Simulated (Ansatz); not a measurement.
## Notes on a calculation: WS2

The computed numbers are results of PBE, scalar-relativistic (collinear spin) in the plane-wave PAW code Ansatz at 420 eV, Γ-centred 10×10×2 mesh, 0.05 eV Gaussian smearing. The datasets are Ansatz's generated set soft_2.

The chain of runs began from a cell as deposited in COD, expanded in volume. Of that entry: the entry's cell lengths or inner coordinates differ somewhat from later room-temperature determinations. The relaxation kept the space group but changed the cell's proportions, one axis by 12 % at equal volume, so the results may not describe the measured structure.

The start:

```
W S
1.0
     3.19056    0.00000    0.00000
    -1.59528    2.76311    0.00000
     0.00000    0.00000   12.54153
W S
2 4
Direct
  0.33333 0.66667 0.25000
  0.66667 0.33333 0.75000
  0.33333 0.66667 0.62000
  0.66667 0.33333 0.12000
  0.33333 0.66667 0.88000
  0.66667 0.33333 0.38000
```

Starting moments (μB, in the order of the atoms): 2.0, 2.0, 0.0, 0.0, 0.0, 0.0.

The runs in order:

| run | level | k-mesh | kind | V (Å³/atom) | P (GPa) | E − E(final) (meV/atom) | gap on the mesh (eV) |
| --- | --- | --- | --- | --- | --- | --- | --- |
| 1 | PBE | 10×10×4 | cell and atoms relaxed | 21.79 | 0.0 | 0.0 | 1.78 |
| 2 | PBE | 10×10×2 | cell and atoms relaxed | 21.79 | 0.0 | 0.0 | 1.78 |

The cell is relaxed to zero pressure at this level.

The final structure (symmetry read at 0.01 Å). Symmetry: P6_3/mmc, No. 194, hexagonal system. Conventional cell: a = 3.188 Å, b = 3.188 Å, c = 14.857 Å, α = 90.00°, β = 90.00°, γ = 120.00°. Around W (site symmetry -6m2) lie 6 S at 2.42 Å. S (site symmetry 3m) has 3 W at 2.42 Å as nearest neighbours. (Shells end 15 % past the nearest neighbour.)

None of 3 magnetic starts ended more than 0.5 meV/atom under the solution without spin polarisation. At the final geometry the gap, band path included, is 1.63 eV and no site carries a moment. Against the elements' standard states, run alike and uncorrected, the formation energy is -0.83 eV/atom. The runs in the table took roughly 2.9 core-minutes.

**Why it comes out so.**

Shannon's ionic radii give a check on the bond lengths: W⁴⁺ with 6 neighbours 0.66 Å + S²⁻ 1.84 Å (six-fold value) = 2.50 Å against a computed mean of 2.42 Å. The largest miss is -3 %; bonds shorter than the sum are usual where the bond is partly covalent, as with large, soft anions.

Kohn–Sham gaps of semilocal functionals lie under measured ones, often by a third or more. No spin–orbit coupling, a notable omission for heavy elements. The structure is built of weakly bound layers, and this functional has no dispersion term, so their spacing and all that hangs on it (volume, the soft elastic constants, low modes, dielectric constants) are poorly given.

For this crystal the k-mesh misses a band edge: under PBE at the relaxed cell a band path gives a gap of 1.63 eV where the mesh alone gives 1.78 eV, so gaps on the mesh are upper bounds.
